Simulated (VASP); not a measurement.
# InP: band structure with PBE

**Experimental background.**

A printed reference work, data compilation reports, for a bulk crystal of InP at 1.6 K: band gap 1.4236 eV (direct).

Crystal: InP.

```
In P
1.0
     0.00000    2.93050    2.93050
     2.93050    0.00000    2.93050
     2.93050    2.93050    0.00000
In P
1 1
Direct
  0.00000 0.00000 0.00000
  0.75000 0.75000 0.75000
```

```
Program                : VASP 6.6.1
Task                   : band structure
Functional             : PBE
Potentials or basis    : VASP PAW PBE potentials, release 64 (In_d_GW, P_GW)
Cutoff                 : 550 eV
k mesh                 : 8 × 8 × 8
Occupations            : fermi-dirac, width 0.05 eV
Spin                   : no spin polarisation
Further INCAR settings : ALGO = Normal; EDIFF = 1e-07; NBANDS = 16
```

```yaml
Band_gap_on_the_k_mesh: 0.71 eV, direct
Band_gap_along_the_path: 0.71 eV, direct
```

Levels at the corners of the path, in eV from the valence-band top:
| point | band 6 | band 7 | band 8 | band 9 | band 10 | band 11 | band 12 | band 13 |
| --- | --- | --- | --- | --- | --- | --- | --- | --- |
| Γ | -11.52 | 0.00 | 0.00 | 0.00 | 0.71 | 4.09 | 4.09 | 4.09 |
| X | -9.14 | -5.75 | -2.32 | -2.32 | 1.77 | 2.27 | 9.21 | 9.58 |
| X | -9.14 | -5.75 | -2.32 | -2.32 | 1.77 | 2.27 | 9.21 | 9.58 |
| W | -9.06 | -5.60 | -2.95 | -2.91 | 4.29 | 4.38 | 5.57 | 6.21 |
| W | -9.06 | -5.60 | -2.95 | -2.91 | 4.29 | 4.38 | 5.57 | 6.21 |
| K | -9.15 | -5.61 | -3.30 | -1.94 | 2.36 | 4.39 | 7.50 | 7.53 |
| K | -9.15 | -5.61 | -3.30 | -1.94 | 2.36 | 4.39 | 7.50 | 7.53 |
| Γ | -11.52 | 0.00 | 0.00 | 0.00 | 0.71 | 4.09 | 4.09 | 4.09 |
| Γ | -11.52 | 0.00 | 0.00 | 0.00 | 0.71 | 4.09 | 4.09 | 4.09 |
| L | -9.80 | -5.73 | -0.97 | -0.97 | 1.50 | 4.81 | 4.81 | 7.11 |
| L | -9.80 | -5.73 | -0.97 | -0.97 | 1.50 | 4.81 | 4.81 | 7.11 |
| U | -9.15 | -5.61 | -3.30 | -1.94 | 2.36 | 4.39 | 7.50 | 7.53 |
| U | -9.15 | -5.61 | -3.30 | -1.94 | 2.36 | 4.39 | 7.50 | 7.53 |
| W | -9.06 | -5.60 | -2.95 | -2.91 | 4.29 | 4.38 | 5.57 | 6.21 |
| W | -9.06 | -5.60 | -2.95 | -2.91 | 4.29 | 4.38 | 5.57 | 6.21 |
| L | -9.80 | -5.73 | -0.97 | -0.97 | 1.50 | 4.81 | 4.81 | 7.11 |
| L | -9.80 | -5.73 | -0.97 | -0.97 | 1.50 | 4.81 | 4.81 | 7.11 |
| K | -9.15 | -5.61 | -3.30 | -1.94 | 2.36 | 4.39 | 7.50 | 7.53 |
| U | -9.15 | -5.61 | -3.30 | -1.94 | 2.36 | 4.39 | 7.50 | 7.53 |
| X | -9.14 | -5.75 | -2.32 | -2.32 | 1.77 | 2.27 | 9.21 | 9.58 |

Wall time 36 s on 1 thread of Intel(R) Xeon(R) 6975P-C (Granite Rapids), on a shared host, peak memory 0.26 GiB.

Against the measured gap of InP, 1.4236 eV (direct; 1.6 K; a printed reference work, data compilation), the calculated 0.71 eV is off by -0.71 eV. Spin-orbit coupling on In is left out. The value is that of PBE, without temperature or zero-point motion. Semilocal functionals fall short of measured gaps as a rule.

Caveat: the log is that of the step along the path at fixed density, whose energy, stress, charges and moments have no meaning; spin-orbit coupling is left out, which moves the levels of the heavy elements.
